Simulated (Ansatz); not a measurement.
The system is HgTe (Coloradoite).

```
Hg Te
1.0
     0.00000    3.21450    3.21450
     3.21450    0.00000    3.21450
     3.21450    3.21450    0.00000
Hg Te
1 1
Direct
  0.00000 0.00000 0.00000
  0.75000 0.75000 0.75000
```

Base run:

| Item | Value |
| --- | --- |
| Program | Ansatz 0.2.0 |
| Functional | PBEsol |
| Potentials or basis | Ansatz PAW |
| Cutoff | 420 eV (not typed: the program's choice for these potentials) |
| k mesh | 7 × 7 × 7 |
| Occupations | fermi-dirac, width 0.05 eV |
| Spin | spin-orbit coupling, no magnetisation |

Its results: band gap on the k mesh none (metal or under the smearing width); pressure 1.3 GPa.

After a change of settings the same cell gave: band gap on the k mesh none (metal or under the smearing width); pressure 1.8 GPa. Which change was it?
A. functional from PBEsol to PBE; spin from spin-orbit coupling, no magnetisation to no spin polarisation; potential files from those of the base run to others of the same set
B. functional from PBEsol to r2SCAN; cutoff from 420 eV (not typed: the program's choice for these potentials) to 500 eV (not typed: the program's choice for these potentials); spin from spin-orbit coupling, no magnetisation to no spin polarisation; potential files from those of the base run to others of the same set
C. functional from PBEsol to LDA; spin from spin-orbit coupling, no magnetisation to no spin polarisation; potential files from those of the base run to others of the same set
D. k mesh from 7 × 7 × 7 to 6 × 6 × 6; spin from spin-orbit coupling, no magnetisation to no spin polarisation; potential files from those of the base run to others of the same set

D.

Caveats: the PAW data sets come from PBE, with cores solved anew for the run's functional, which leaves a small shift of forces and pressure.
